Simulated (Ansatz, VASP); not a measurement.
Rh: VASP beside Ansatz

```
Rh
1.0
     2.73942    0.00000    0.00000
    -1.36971    2.37241    0.00000
     0.00000    0.00000    4.40593
Rh
2
Cartesian
  0.0000 1.5816 1.1015
  1.3697 0.7908 3.3044
```

Alike in both runs: task single point; functional BLYP; k mesh 15 × 15 × 8; occupations fermi-dirac, width 0.1 eV; no spin polarisation.

|  | VASP | Ansatz |
| --- | --- | --- |
| version | VASP 6.6.1 | Ansatz 0.2.0 |
| potentials or method | VASP PAW PBE potentials, release 64 (Rh_pv) | plane waves (420 eV) with PAW, scalar-relativistic |
| plane-wave cutoff (eV) | 520 | 420 |
| valence electrons in the cell | 30 | 34 |

|  | VASP | Ansatz | Ansatz less VASP |
| --- | --- | --- | --- |
| pressure (GPa) | 10.1 | 9.5 | -0.57 |
| largest component of the traceless stress (GPa) | 0.13 | 0.09 | -0.041 |

The two sets of potentials don't hold the same shells in valence.

Caveats: the PAW data sets were made with another functional, which shifts forces and pressure a little (VASP).
